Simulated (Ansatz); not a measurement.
System: PbTe (rock salt type), 2 atoms in the cell.

```xyz
2
Lattice="0.0000 3.2850 3.2850 3.2850 0.0000 3.2850 3.2850 3.2850 0.0000" Properties=species:S:1:pos:R:3 pbc="T T T"
Pb    0.0000    0.0000    0.0000
Te    3.2850    3.2850    3.2850
```

Theory: r²SCAN, plane waves, PAW datasets (generated hard set) (Ansatz 0.2.0 development build).

Cutoff 700 eV; k-mesh 6×6×6 Γ-centred; Fermi–Dirac smearing of 0.02 eV; no spin polarisation; no spin–orbit coupling.

Problem. How large is the gap on this mesh, is it direct, and where do the band edges lie (fractions of the reciprocal vectors of this cell)?

Solution. 1.13 eV, direct at (0.000, 0.000, -0.500).

Problem. List the levels near the gap at (0.000, 0.000, 0.000), (0.000, 0.000, 0.167), (0.000, 0.000, -0.500), (0.000, 0.167, -0.500), (0.000, 0.333, 0.333), in eV from the top of the valence band (v1 is the highest filled band, c1 the lowest empty one).

Solution. 
```tsv
k	v4	v3	v2	v1	c1	c2	c3
(0.000, 0.000, 0.000)	-5.75	-1.29	-1.29	-1.29	4.30	4.30	4.30
(0.000, 0.000, 0.167)	-6.45	-1.22	-1.22	-0.91	3.19	3.39	3.39
(0.000, 0.000, -0.500)	-8.61	-0.85	-0.85	0.00	1.13	1.56	1.56
(0.000, 0.167, -0.500)	-8.35	-2.17	-1.55	-1.17	2.48	2.69	3.44
(0.000, 0.333, 0.333)	-7.28	-2.72	-2.37	-2.37	4.16	4.45	5.13
```

A gap read on the mesh is an upper bound of this method's gap, since the mesh can miss a band edge. Spin–orbit coupling is left out; with heavy elements it can shift the gap and split levels by tenths of an eV. Potentials made with PBE were used with another functional. Semilocal functionals give gaps that mostly lie well below measured ones.
